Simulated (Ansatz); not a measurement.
## Ge: elastic constants with PBEsol

**What was measured.**

From “Temperature-dependent photoluminescence in Ge: experiment and theory”, 2020, arxiv:2003.00143, for a bulk crystal of Ge at 0 K: band gap 0.744 eV (indirect).

The system is Ge.

```xyz
2
Lattice="0.0000 2.8289 2.8289 2.8289 0.0000 2.8289 2.8289 2.8289 0.0000" Properties=species:S:1:pos:R:3 pbc="T T T"
Ge    4.2434    4.2434    4.2434
Ge    2.8289    2.8289    2.8289
```

- Program: Ansatz 0.2.0
- Task: elastic constants
- Functional: PBEsol
- Potentials or basis: all-electron LAPW, scalar-relativistic
- Cutoff: 342 eV (chosen from the basis error)
- Basis error allowed: 0.001 eV/atom
- k mesh: 6 × 6 × 6
- Occupations: fermi-dirac, width 0.05 eV
- Spin: no spin polarisation

- Pressure: 0.7 GPa
- Band gap on the k mesh: none (metal or under the smearing width)
- Elastic constants C11, C12, C44: 106, 41, 45 GPa
- Voigt bulk modulus: 63 GPa

Levels at points of the mesh, in eV from the Fermi level:
```
             k point  band 18  band 19  band 20  band 21  band 22  band 23  band 24  band 25  band 26  band 27
  (0.00, 0.00, 0.00)   -24.57   -12.82    -0.03    -0.02    -0.02    -0.02     2.50     2.50     2.50     6.20
 (0.00, 0.00, -0.50)   -24.54   -10.72    -7.65    -1.43    -1.43     0.10     3.68     3.68     6.94    10.40
(0.00, -0.50, -0.50)   -24.53    -8.92    -8.92    -3.11    -3.11     0.64     0.64     9.46     9.46    11.49
```

Elastic tensor in Voigt notation (GPa, in the Cartesian axes of the cell as first typed):
```
106  41  41   0   0   0
 41 106  41   0   0   0
 41  41 106   0   0   0
  0   0   0  45   0   0
  0   0   0   0  45   0
  0   0   0   0   0  45
```

Wall time 89 s on 1 thread of Arm Neoverse V2 (shared host), peak memory 0.36 GiB.

Against the measured gap of Ge, 0.744 eV (indirect; 0 K; “Temperature-dependent photoluminescence in Ge: experiment and theory”, 2020, arxiv:2003.00143), the calculated 0.00 eV is off by -0.74 eV. 3 values of this kind are on record (0.666 to 0.807 eV); this one was drawn at random among those near their median. Spin-orbit coupling on Ge is left out. The value is that of PBEsol on a finite k mesh, which can miss the band edges, without temperature or zero-point motion. Semilocal functionals fall short of measured gaps as a rule.

Caveat: the k mesh is thin for a metal, which can move the energy by tens of meV per atom; a metal's response needs a denser mesh; elastic constants of metals need much finer meshes, so these are rough; this crystal is a semiconductor, whose small gap the functional closes, so the metal is an error of the method.
